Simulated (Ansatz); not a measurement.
# C₄H₆ (singlet): from Hartree-Fock to the top rungs, cc-pVDZ

The task here is to estimate one member of a computed series from the others.

Program: Ansatz 0.2.0, Gaussian basis. Level of theory: cc-pVDZ, core rule «outside noble gas», up to 4 orbitals frozen. These are calculated values, not measurements.

The runs, in order: UHF; CCSD(T) on RHF; BCCD(T) on RHF; CISD; CCSDT(Q) on RHF; CASSCF and MRCISD+Q, 8 electrons in 8 orbitals; CASSCF and NEVPT2, 8 electrons in 8 orbitals.

21 further runs of the same task are left out: 2 that didn't finish, 19 set aside as unsound or not needed.

**The system**

The geometry is an MP2(full)/6-31G* stationary point (not a proven minimum).

10 atoms, charge 0, spin multiplicity 1.

Atoms are counted from 1 here; the program's logs count them from 0.

Bond lengths: C1–C3 1.492 Å, C1–C4 1.492 Å, C1–H5 1.092 Å, C1–H6 1.088 Å, C2–C3 1.492 Å, C2–C4 1.492 Å, C2–H7 1.092 Å, C2–H8 1.088 Å, C3–C4 1.496 Å, C3–H9 1.080 Å, C4–H10 1.080 Å. Angles: C3–C1–C4 60.2°, C3–C1–H5 119.2°, C3–C1–H6 116.9°, C4–C1–H5 119.2°, C4–C1–H6 116.9°, H5–C1–H6 114.1°, C3–C2–C4 60.2°, C3–C2–H7 119.2°, C3–C2–H8 116.9°, C4–C2–H7 119.2°, C4–C2–H8 116.9°, H7–C2–H8 114.1°, C1–C3–C2 98.6°, C1–C3–C4 59.9°, C1–C3–H9 129.6°, C2–C3–C4 59.9°, C2–C3–H9 129.6°, C4–C3–H9 128.1° and more.

Set-up of the first run:

The input, in.yaml:

```yaml
crystal:
  periodic: [false, false, false]
  atoms:
    - {symbol: C, position_ang: [0.000000, 1.131343, 0.310730]}
    - {symbol: C, position_ang: [0.000000, -1.131343, 0.310730]}
    - {symbol: C, position_ang: [0.747952, 0.000000, -0.311506]}
    - {symbol: C, position_ang: [-0.747952, 0.000000, -0.311506]}
    - {symbol: H, position_ang: [0.000000, 1.237033, 1.397923]}
    - {symbol: H, position_ang: [0.000000, 2.077375, -0.227362]}
    - {symbol: H, position_ang: [0.000000, -1.237033, 1.397923]}
    - {symbol: H, position_ang: [0.000000, -2.077375, -0.227362]}
    - {symbol: H, position_ang: [1.414410, 0.000000, -1.161320]}
    - {symbol: H, position_ang: [-1.414410, 0.000000, -1.161320]}
basis:
  gaussian: {orbitals: cc-pVDZ}
magnetization: {spin_polarized: true, initial_magnetization: 0}
hamiltonian: {xc: hf}
output: {orbitals: {seedname: orbitals}}
```

The run is started by

```sh
> ansatz run in.yaml --threads 1 --pin off --events-out ev --progress --plain --max-ram 4096MiB --backend cpu
```

Among the steps run: UHF; CCSD(T) on RHF; BCCD(T) on RHF; CISD; CCSDT(Q) on RHF; CASSCF and MRCISD+Q, 8 electrons in 8 orbitals; CASSCF and NEVPT2, 8 electrons in 8 orbitals.

One of the session's tables, all rows but one given; the rest of the session is left out.

```
           method  from RCCSDT(Q) (kcal/mol)
              RHF                    +383.52
             RMP2                     +38.12
             CISD                          ?
            RCCSD                     +14.25
         RCCSD(T)                      +1.20
          BCCD(T)                      +1.17
           RCCSDT                      +0.92
        RCCSDT(Q)                          0
  CASSCF frontier                    +328.91
  NEVPT2 frontier                     +48.36
  MRCISD frontier                     +50.02
MRCISD+Q frontier                      +9.41
```

Estimate the missing values for CISD.

As computed: from RCCSDT(Q) (kcal/mol): +66.37. In the column «from RCCSDT(Q) (kcal/mol)» it lies between MRCISD frontier (+50.02) and CASSCF frontier (+328.91).

With the free atoms at the same levels and basis (separate runs), the atomisation energy is 39.619 eV at RCCSDT(Q), 39.603 eV at RCCSD(T), 31.060 eV at RHF.
